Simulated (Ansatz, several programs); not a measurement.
MgS in the NiAs-type structure, relaxed with PBE in Ansatz (plane waves, PAW): the symmetry is P6_3/mmc (No. 194, hexagonal); a = 3.666 Å, c = 6.178 Å in the conventional setting, 17.97 Å³ an atom. Mg has 6 S at 2.62 Å; S has 6 Mg at 2.62 Å. The cell was then scaled with its shape and fractional coordinates held, which makes it stiffer than a relaxed compression. Simulation only: spin-unpolarised, and no claim that this is the phase found in nature.

| V (Å³/atom) | E (meV/atom) |
| --- | --- |
| 16.896 | 16.68 |
| 17.435 | 4.01 |
| 17.974 | 0.00 |
| 19.053 | 13.23 |

Q: Pass a cubic E = c₀ + c₁u + c₂u² + c₃u³, with u = V − 17.840 Å³, through these points.

A: c₀ = 0.25, c₁ = -3.656, c₂ = 13.368, c₃ = -1.2648 (meV and Å³).

Q: Where is the minimum, and what bulk modulus follows?

A: dE/du = 0 at u = +0.139, so V₀ = 17.98 Å³. B = V₀ d²E/dV² = 17.98 × (2c₂ + 6c₃u) = 17.98 × 25.677 = 462 meV/Å³, and 1 meV/Å³ is 0.16022 GPa: 74 GPa. A third-order Birch-Murnaghan fit to all five points gives 17.98 Å³ and 73 GPa.

Q: Predict the energy and the pressure at the withheld volume, 18.513 Å³.

A: With u = +0.673: E ≈ 3.46 meV and P = −dE/dV ≈ -2.02 GPa. The run gives 3.42 meV and, from its stress, -2.01 GPa.
